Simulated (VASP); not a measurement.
# Te: relaxation of cell and atoms with AM05

Te:

```
Te
1.0
     2.30590    1.33131    1.69095
    -2.30590    1.33131    1.69095
     0.00000   -2.66263    1.69095
Te
1
Direct
  0.50000 0.50000 0.50000
```

This isn't the form of Te at room conditions, which is trigonal, of chains.

```json
{"Program": "VASP 6.6.1", "Task": "relaxation of cell and atoms", "Functional": "AM05", "Potentials or basis": "VASP PAW PBE potentials, release 64 (Te)", "Cutoff": "600 eV", "k mesh": "9 × 9 × 9", "Occupations": "fermi-dirac, width 0.05 eV", "Spin": "no spin polarisation", "Further INCAR settings": "ALGO = Normal; EDIFF = 1e-07; IBRION = 2; EDIFFG = -0.01; NSW = 60; ISIF = 3"}
```

```
Relaxed volume                         : 31.41 Å³/atom
Relaxed cell                           : a = 3.157 Å, b = 3.157 Å, c = 3.157 Å, α = 92.05°, β = 92.05°, γ = 92.05°
Space group after relaxing (to 0.05 Å) : R-3m (No. 166)
Energy gained by relaxing              : 1.7 meV/atom
Ionic steps                            : 9
Pressure after relaxing                : 0.0 GPa
Band gap on the k mesh                 : none (metal or under the smearing width)
```

The path:
```csv
step,energy change (eV),largest force (eV/Å),pressure (GPa),volume (Å³)
1,0.0000,0.0000,0.13,31.15
2,-0.0001,0.0000,-0.05,31.26
3,-0.0001,0.0000,-0.15,31.32
4,-0.0002,0.0000,-0.16,31.34
5,-0.0004,0.0000,-0.17,31.38
6,-0.0008,0.0000,-0.21,31.45
7,-0.0014,0.0000,-0.33,31.59
8,-0.0017,0.0000,-0.08,31.46
9,-0.0017,0.0000,0.02,31.41
```

Final structure:
```yaml
crystal:
  lattice:
    - [2.27198, 1.31173, 1.75640]
    - [-2.27198, 1.31173, 1.75640]
    - [0.00000, -2.62345, 1.75640]
  atoms:
    - { symbol: Te, position: [0.50000, 0.50000, 0.50000] }
```

Levels at points of the mesh, in eV from the Fermi level:
```csv
k point,band 1,band 2,band 3,band 4,band 5,band 6,band 7
"(0.00, 0.00, 0.00)",-13.95,1.06,1.30,1.30,5.99,5.99,6.58
```

It took 91 s on 1 thread of Intel(R) Xeon(R) Platinum 8488C (Sapphire Rapids), with other jobs on the host, peak memory 0.17 GiB.

Caveat: the PAW data sets were made with another functional, which shifts forces and pressure a little. Spin-orbit coupling is left out, which matters for the levels of Te.
